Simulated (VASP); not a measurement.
# BN (R3m) in VASP: convergence with ecut chi

Aim: find how far ecut chi must go before the results for BN settle, at PBE. This setting moves, with any that are tied to it; all else stays.

Everything below comes from runs of VASP 6.6.1. Logs are shortened: lines on timing, memory, paths and dates and some standing lists are left out, and cuts for length are marked.

## 1. The structure

Symmetry: R3m, No. 160, trigonal system. Conventional cell: a = 2.502 Å, b = 2.502 Å, c = 10.119 Å, α = 90.00°, β = 90.00°, γ = 120.00°. N (site symmetry 3m) is surrounded by 3 B at 1.44 Å. Around B (site symmetry 3m) lie 3 N at 1.44 Å.

The cell is a database's computed one.

## 2. With ecut chi 50

File POSCAR:

```
BN
1.0
    1.2511217832      0.7223354983      3.3729344033
   -1.2511217832      0.7223354983      3.3729344033
    0.0000000000     -1.4446709966      3.3729344033
N B
1 1
Direct
    0.6672382000      0.6672382000      0.6672382000
    0.0003288000      0.0003288000      0.0003288000
```

File INCAR.step1:

```
SYSTEM = BN
ALGO = Normal ; EDIFF = 1E-8
ENCUT = 450 ; GGA = PE
ISMEAR = 0 ; LASPH = .True.
LCHARG = .False. ; LREAL = .False.
LWAVE = .True. ; NELM = 80
PREC = Accurate ; SIGMA = 0.01
```

File INCAR.step2:

```
SYSTEM = BN
ALGO = Exact ; EDIFF = 1E-8
ENCUT = 450 ; GGA = PE
ISMEAR = 0 ; ISTART = 1
LASPH = .True. ; LCHARG = .False.
LOPTICS = .True. ; LREAL = .False.
LWAVE = .True. ; NBANDS = 104
NELM = 1 ; PREC = Accurate
SIGMA = 0.01
```

File INCAR.step3:

```
SYSTEM = BN
ALGO = EVGW0 ; EDIFF = 1E-8
ENCUT = 450 ; ENCUTGW = 50
GGA = PE ; ISMEAR = 0
ISTART = 1 ; LASPH = .True.
LCHARG = .False. ; LREAL = .False.
LWAVE = .False. ; NBANDS = 104
NBANDSGW = 12 ; NELMGW = 1
NOMEGA = 48 ; PREC = Accurate
PRECFOCK = Fast ; SIGMA = 0.01
```

File KPOINTS:

```
k-points
0
Gamma
  4 4 4
  0 0 0
```

Potentials or basis: VASP PAW PBE potentials, release 64 (N_GW, B_GW).

Started as:

```
$ cat potpaw_PBE.64/N_GW/POTCAR potpaw_PBE.64/B_GW/POTCAR > POTCAR
$ cp INCAR.step1 INCAR
$ mpirun -np 1 vasp_std > vasp.out
$ cp INCAR.step2 INCAR
$ mpirun -np 1 vasp_std > vasp.out
$ cp INCAR.step3 INCAR
$ mpirun -np 1 vasp_std > vasp.out
```

Run time: 45 s. Hardware: 1 thread of Intel Xeon Platinum 8375C at 2.90GHz (Ice Lake), shared host; peak memory 0.18 GiB.

Results:

```
Band gap on the k mesh, mean-field level : 4.84 eV, indirect (least direct gap 5.46 eV)
Quasiparticle gap                        : 6.35 eV
Least direct quasiparticle gap           : 7.16 eV
```

## 3. With ecut chi 75

POSCAR is that of step 2.

INCAR.step1 is that of step 2.

INCAR.step2 is that of step 2.

INCAR.step3: that of step 2 with these lines changed.

```diff
@@ -2,3 +2,3 @@
 ALGO = EVGW0 ; EDIFF = 1E-8
-ENCUT = 450 ; ENCUTGW = 50
+ENCUT = 450 ; ENCUTGW = 75
 GGA = PE ; ISMEAR = 0
```

KPOINTS is that of step 2.

Potentials or basis: VASP PAW PBE potentials, release 64 (N_GW, B_GW).

Started as:

```
$ cat potpaw_PBE.64/N_GW/POTCAR potpaw_PBE.64/B_GW/POTCAR > POTCAR
$ cp INCAR.step1 INCAR
$ mpirun -np 1 vasp_std > vasp.out
$ cp INCAR.step2 INCAR
$ mpirun -np 1 vasp_std > vasp.out
$ cp INCAR.step3 INCAR
$ mpirun -np 1 vasp_std > vasp.out
```

It took 40 s on 1 thread of Intel Xeon Platinum 8375C at 2.90GHz (Ice Lake), shared host; peak memory 0.18 GiB.

What came out:

| Property | Result |
| --- | --- |
| Band gap on the k mesh, mean-field level | 4.84 eV, indirect (least direct gap 5.46 eV) |
| Quasiparticle gap | 6.39 eV |
| Least direct quasiparticle gap | 7.18 eV |

## 4. With ecut chi 100

POSCAR is that of step 3.

INCAR.step1 is that of step 3.

INCAR.step2 is that of step 3.

INCAR.step3: that of step 3 with these lines changed.

```diff
@@ -2,3 +2,3 @@
 ALGO = EVGW0 ; EDIFF = 1E-8
-ENCUT = 450 ; ENCUTGW = 75
+ENCUT = 450 ; ENCUTGW = 100
 GGA = PE ; ISMEAR = 0
```

KPOINTS is that of step 3.

Started as:

```
$ cat potpaw_PBE.64/N_GW/POTCAR potpaw_PBE.64/B_GW/POTCAR > POTCAR
$ cp INCAR.step1 INCAR
$ mpirun -np 1 vasp_std > vasp.out
$ cp INCAR.step2 INCAR
$ mpirun -np 1 vasp_std > vasp.out
$ cp INCAR.step3 INCAR
$ mpirun -np 1 vasp_std > vasp.out
```

Run time: 42 s. Hardware: 1 thread of Intel Xeon Platinum 8375C at 2.90GHz (Ice Lake), shared host; peak memory 0.19 GiB.

What came out:

```yaml
Band_gap_on_the_k_mesh_mean-field_level: 4.84 eV, indirect (least direct gap 5.46 eV)
Quasiparticle_gap: 6.43 eV
Least_direct_quasiparticle_gap: 7.20 eV
```

## 5. With ecut chi 150

POSCAR is that of step 4.

INCAR.step1 is that of step 4.

INCAR.step2 is that of step 4.

INCAR.step3: that of step 4 with these lines changed.

```diff
@@ -2,3 +2,3 @@
 ALGO = EVGW0 ; EDIFF = 1E-8
-ENCUT = 450 ; ENCUTGW = 100
+ENCUT = 450 ; ENCUTGW = 150
 GGA = PE ; ISMEAR = 0
```

KPOINTS is that of step 4.

Started as:

```
$ cat potpaw_PBE.64/N_GW/POTCAR potpaw_PBE.64/B_GW/POTCAR > POTCAR
$ cp INCAR.step1 INCAR
$ mpirun -np 1 vasp_std > vasp.out
$ cp INCAR.step2 INCAR
$ mpirun -np 1 vasp_std > vasp.out
$ cp INCAR.step3 INCAR
$ mpirun -np 1 vasp_std > vasp.out
```

It took 58 s on 1 thread of Intel Xeon Platinum 8375C at 2.90GHz (Ice Lake), shared host; peak memory 0.19 GiB.

Results:

```yaml
Band_gap_on_the_k_mesh_mean-field_level: 4.84 eV, indirect (least direct gap 5.46 eV)
Quasiparticle_gap: 6.52 eV
Least_direct_quasiparticle_gap: 7.28 eV
```

## 6. With ecut chi 200

POSCAR is that of step 5.

INCAR.step1 is that of step 5.

INCAR.step2 is that of step 5.

INCAR.step3: that of step 5 with these lines changed.

```diff
@@ -2,3 +2,3 @@
 ALGO = EVGW0 ; EDIFF = 1E-8
-ENCUT = 450 ; ENCUTGW = 150
+ENCUT = 450 ; ENCUTGW = 200
 GGA = PE ; ISMEAR = 0
```

KPOINTS is that of step 5.

Potentials or basis: VASP PAW PBE potentials, release 64 (N_GW, B_GW).

Started as:

```
$ cat potpaw_PBE.64/N_GW/POTCAR potpaw_PBE.64/B_GW/POTCAR > POTCAR
$ cp INCAR.step1 INCAR
$ mpirun -np 1 vasp_std > vasp.out
$ cp INCAR.step2 INCAR
$ mpirun -np 1 vasp_std > vasp.out
$ cp INCAR.step3 INCAR
$ mpirun -np 1 vasp_std > vasp.out
```

Run time: 45 s. Hardware: 1 thread of Intel Xeon Platinum 8375C at 2.90GHz (Ice Lake), shared host; peak memory 0.2 GiB.

Results:

```
Band gap on the k mesh, mean-field level : 4.84 eV, indirect (least direct gap 5.46 eV)
Quasiparticle gap                        : 6.58 eV
Least direct quasiparticle gap           : 7.33 eV
```

## 7. With ecut chi 250

POSCAR is that of step 6.

INCAR.step1 is that of step 6.

INCAR.step2 is that of step 6.

INCAR.step3: that of step 6 with these lines changed.

```diff
@@ -2,3 +2,3 @@
 ALGO = EVGW0 ; EDIFF = 1E-8
-ENCUT = 450 ; ENCUTGW = 200
+ENCUT = 450 ; ENCUTGW = 250
 GGA = PE ; ISMEAR = 0
```

KPOINTS is that of step 6.

Potentials or basis: VASP PAW PBE potentials, release 64 (N_GW, B_GW).

Started as:

```
$ cat potpaw_PBE.64/N_GW/POTCAR potpaw_PBE.64/B_GW/POTCAR > POTCAR
$ cp INCAR.step1 INCAR
$ mpirun -np 1 vasp_std > vasp.out
$ cp INCAR.step2 INCAR
$ mpirun -np 1 vasp_std > vasp.out
$ cp INCAR.step3 INCAR
$ mpirun -np 1 vasp_std > vasp.out
```

OUTCAR:

```text
SYSTEM = BN
   EDIFF = 1E-8
   ENCUT = 450
   ENCUTGW = 250
   GGA = PE
   ISMEAR = 0
   ISTART = 1
   LASPH = .True.
   LREAL = .False.
   NELMGW = 1
   PREC = Accurate
   PRECFOCK = Fast

 ion  position               nearest neighbor table
   1  0.667  0.667  0.667-   2 1.44   2 1.44   2 1.44
   2  0.000  0.000  0.000-   1 1.44   1 1.44   1 1.44

  LATTYP: Found a trigonal (rhomboedric) cell.
 ALAT       =     3.6692997666
 COS(alpha) =     0.7674786797

  Lattice vectors:

 A1 = (   1.2511217832,   0.7223354983,   3.3729344033)
 A2 = (  -1.2511217832,   0.7223354983,   3.3729344033)
 A3 = (   0.0000000000,  -1.4446709966,   3.3729344033)

Analysis of symmetry for initial positions (statically):
=====================================================================
 Subroutine PRICEL returns:
 Original cell was already a primitive cell.

 Routine SETGRP: Setting up the symmetry group for a
 trigonal (rhombohedral) supercell.

 Subroutine GETGRP returns: Found  6 space group operations
 (whereof  6 operations were pure point group operations)
 out of a pool of 12 trial point group operations.

The static configuration has the point symmetry C_3v.

Analysis of symmetry for dynamics (positions and initial velocities):
=====================================================================
 Subroutine PRICEL returns:
 Original cell was already a primitive cell.

 Routine SETGRP: Setting up the symmetry group for a
 trigonal (rhombohedral) supercell.

 Subroutine GETGRP returns: Found  6 space group operations
 (whereof  6 operations were pure point group operations)
 out of a pool of 12 trial point group operations.

The dynamic configuration has the point symmetry C_3v.

 Subroutine INISYM returns: Found  6 space group operations
 (whereof  6 operations are pure point group operations),
 and found     1 'primitive' translations

----------------------------------------------------------------------------------------

                                     Primitive cell

  volume of cell :      18.2893
[... 67 lines left out ...]
 SYSTEM =  BN
   PREC   = accura    normal or accurate (medium, high low for compatibility)
   ISTART =      1    job   : 0-new  1-cont  2-samecut
   ICHARG =      0    charge: 1-file 2-atom 10-const
   ISPIN  =      1    spin polarized calculation?
   LNONCOLLINEAR =      F non collinear calculations
   LSORBIT =      F    spin-orbit coupling
   LASPH  =      T    aspherical Exc in radial PAW
   ENCUT  =  450.0 eV  33.07 Ry    5.75 a.u.   6.35  6.35  6.35*2*pi/ulx,y,z
   NELM   =     60;   NELMIN=  2; NELMDL=  0     # of ELM steps
   EDIFF  = 0.1E-07   stopping-criterion for ELM
   LREAL  =      F    real-space projection
   EDIFFG = 0.1E-06   stopping-criterion for IOM
   NSW    =      0    number of steps for IOM
   IBRION =     -1    ionic relax: 0-MD 1-quasi-New 2-CG
   NFREE  =      0    steps in history (QN), initial steepest desc. (CG)
   ISIF   =      0    stress and relaxation
   ISYM   =      3    0-nonsym 1-usesym 2-fastsym
   POTIM  = 0.5000    time-step for ionic-motion
   TEBEG  =    0.0;   TEEND  =   0.0 temperature during run
   PSTRESS=    0.0 pullay stress
   NELECT =       8.0000    total number of electrons
   NUPDOWN=      -1.0000    fix difference up-down
   EMIN   =  10.00;   EMAX   =-10.00  energy-range for DOS
   EFERMI =   0.00;   METHOD = LEGACY
   ISMEAR =     0;   SIGMA  =   0.01  broadening in eV -4-tet -1-fermi 0-gaus
   EFERMI_NEDOS =   21; number of points for ismear=-14 and -15
   IALGO  =     38    algorithm
   IMIX   =      4    mixing-type and parameters
     AMIX     =   0.40;   BMIX     =  1.00
     AMIX_MAG =   1.60;   BMIX_MAG =  1.00
  volume/ion in A,a.u.               =       9.14        61.71
  Fermi-wavevector in a.u.,A,eV,Ry     =   1.242717  2.348395 21.012099  1.544346
  Thomas-Fermi vector in A             =   2.377059
   LORBIT       =      0    0 simple, 1 ext, 2 COOP (PROOUT), +10 PAW based schemes
   GGA     = PE    functional components
   LHFCALC =     T    Hartree Fock is set to
   PRECFOCK=fast      Normal, Fast or Accurate (Low or Medium for compatibility)
   ENCUT4O =  -1.0   cutoff for four orbital integrals eV
   NKREDX  =     1    reduce k-point grid by
   NKREDY  =     1    reduce k-point grid by
   NKREDZ  =     1    reduce k-point grid by
   AEXX    =    1.0000 exact exchange contribution
   HFSCREEN=    0.0000 screening length (either q_TF or 0.3 A-1)
   HFSCREENC=   0.0000 screening length for correlation (either q_TF or 0.3 A-1)
   ENCUTFOCK=  -1.0 apply spherical cutoff to Coloumb kernel
   IVDW    =     0    specifies the selected vdW correction
   LEPSILON=     F    determine dielectric tensor
   LRPA    =     F    only Hartree local field effects (RPA)
   LRPAFORCE           =     F    calculate RPA forces
   ENCUTGW             = 250.0    cutoff for response function in eV
   ENCUTGWSOFT         = 200.0    soft cutoff for Coulomb kernel in GW response function in eV
   ENCUTLF             =  -1.0    cutoff for local field effects
   NELMGW              =     1    number of iterations in solving QP/BSE equation
   NELMHF              =     1    number of iterations in the inner HF iteration
   NKREDLFX            =     1    NKREDLFY  =   1   NKREDLFZ  =   1
 non-spin polarized calculation
 Gauss-broadening in eV      SIGMA  =   0.01
  energy-cutoff  :      450.00
  volume of cell :       18.29
 maximum number of plane-waves:       411
 NGX is ok and might be reduce to    28
  NGX = 14; NGY = 14; NGZ = 14
   NGX = 13   NGY = 13   NGZ = 13
 maximum number of plane-waves:       171

 QP shifts <psi_nk| G(iteration)W_0 |psi_nk>: iteration 1
 for sc-GW calculations column KS-energies equals QP-energies in previous step
 and V_xc(KS)=  KS-energies - (<T + V_ion + V_H > + <T+V_H+V_ion>^1  + <V_x>^1)

 k-point   1 :       0.0000    0.0000    0.0000
  band No.  KS-energies  QP-energies   sigma(KS)   V_xc(KS)     V^pw_x(r,r')   Z            occupation Imag(sigma)

      1     -15.6081     -17.6755     -18.8602     -15.9624     -26.6344       0.7134       2.0000       1.3379
      2      -2.0053      -3.3236     -16.1080     -14.3369     -19.4632       0.7443       2.0000       0.2414
      3       0.8881      -0.4721     -19.9006     -18.1966     -22.7668       0.7983       2.0000       0.1216
      4       0.8881      -0.4721     -19.9006     -18.1966     -22.7668       0.7983       2.0000       0.1216
      5       7.3423       7.5456      -8.1830      -8.4258      -4.2474       0.8371       0.0000      -0.1082
      6      13.8671      15.5140     -12.2725     -14.3125      -7.1637       0.8073       0.0000      -0.1436
      7      13.8671      15.5140     -12.2725     -14.3125      -7.1637       0.8073       0.0000      -0.1436
      8      15.3312      16.6411     -13.2377     -15.0058      -6.1600       0.7408       0.0000      -0.7201
      9      16.9149      18.0072     -12.5070     -13.9198      -6.4965       0.7732       0.0000      -0.2871
     10      28.0997      28.9171      -9.1696     -10.1661      -2.6320       0.8203       0.0000      -1.0398
     11      30.1271      30.8835      -8.4656      -9.4091      -1.9320       0.8017       0.0000      -1.0101
     12      31.1845      32.1509      -9.1109     -10.2903      -3.3101       0.8194       0.0000      -0.8890
[... 180 lines left out ...]
      1     -15.3491     -17.4162     -19.1435     -16.2669     -26.8719       0.7186       2.0000       1.2769
      2      -3.9568      -5.4566     -14.3640     -12.3510     -18.2132       0.7451       2.0000       0.4179
      3       0.8732      -0.4862     -19.8862     -18.1777     -22.7563       0.7957       2.0000       0.1217
      4       0.8732      -0.4862     -19.8862     -18.1777     -22.7563       0.7957       2.0000       0.1217
      5      12.2864      13.1973     -12.0356     -13.2201      -6.8080       0.7691       0.0000      -0.2425
      6      13.7974      15.4350     -12.2259     -14.2476      -7.1362       0.8101       0.0000      -0.1423
      7      13.7974      15.4350     -12.2259     -14.2476      -7.1362       0.8101       0.0000      -0.1423
      8      14.4145      15.4826     -12.8808     -14.2723      -7.0174       0.7676       0.0000      -0.2666
      9      18.5357      19.7140      -9.7775     -11.1372      -2.8717       0.8666       0.0000      -0.9472
     10      23.6779      24.6978      -9.3319     -10.5291      -3.9297       0.8519       0.0000      -0.5822
     11      27.6951      28.4523      -8.8899      -9.8127      -2.5508       0.8206       0.0000      -0.9298
     12      32.8120      33.9570      -9.6244     -10.9477      -3.5895       0.8653       0.0000      -1.2823
```

OUTCAR.step1:

```text
SYSTEM = BN
   EDIFF = 1E-8
   ENCUT = 450
   GGA = PE
   ISMEAR = 0
   LASPH = .True.
   LREAL = .False.
[... 352 lines left out ...]
      0.00000      0.00000      6.75165         0.000000     -0.000000     -0.007107
      0.00000      0.00000      0.00333         0.000000      0.000000      0.007107
 -----------------------------------------------------------------------------------
    total drift:                               -0.000000     -0.000000      0.000423

  FREE ENERGIE OF THE ION-ELECTRON SYSTEM (eV)
  ---------------------------------------------------
  free  energy   TOTEN  =       -17.5680892565 eV

  energy  without entropy=      -17.5680892565  energy(sigma->0) =      -17.56808926
```

OUTCAR.step2:

```text
SYSTEM = BN
   EDIFF = 1E-8
   ENCUT = 450
   GGA = PE
[... 792 lines left out ...]
  --------------------------------------------------------------------------------------------------------------
     0.00000     4.73903     4.73903     2.91374     0.00000    -0.00000     0.00000
     2.29457     5.12535     5.12535     3.00659     0.00000    -0.00000     0.00000
     4.58914     7.84586     7.84586     3.48664     0.00000    -0.00000     0.00000
     6.88372    -1.40968    -1.40968     3.06075     0.00000    -0.00000    -0.00000
     9.17829     1.87124     1.87124     6.41228     0.00000     0.00000    -0.00000
    11.47286     4.30797     4.30797    -0.13228     0.00000     0.00000    -0.00000
[... 92 lines left out ...]
   224.86806     0.98759     0.98759     0.98782    -0.00000     0.00000    -0.00000
   227.16264     0.98786     0.98786     0.98808    -0.00000     0.00000    -0.00000
```

Run time: 53 s. Hardware: 1 thread of Intel Xeon Platinum 8375C at 2.90GHz (Ice Lake), shared host; peak memory 0.23 GiB.

What came out:

| Property | Result |
| --- | --- |
| Band gap on the k mesh, mean-field level | 4.84 eV, indirect (least direct gap 5.46 eV) |
| Quasiparticle gap | 6.60 eV |
| Least direct quasiparticle gap | 7.34 eV |

## 8. Summary

```
ecut chi  quasiparticle gap at the points computed (eV)  CPU time (s)  peak memory (GiB)
      50                                          6.355            43               0.18
      75                                          6.392            38               0.18
     100                                          6.433            40               0.19
     150                                          6.523            56               0.19
     200                                          6.578            43                0.2
     250                                          6.599            51               0.23
```

Against the tightest run, the quasiparticle gap at the points computed stays within 0.05 eV from 200 on. The tightest run that finished is the yardstick and may itself not be fully converged.

Caveats: all runs use coarse meshes; bands, screening cutoff and mesh are small and nothing is extrapolated, so the quasiparticle values aren't converged.
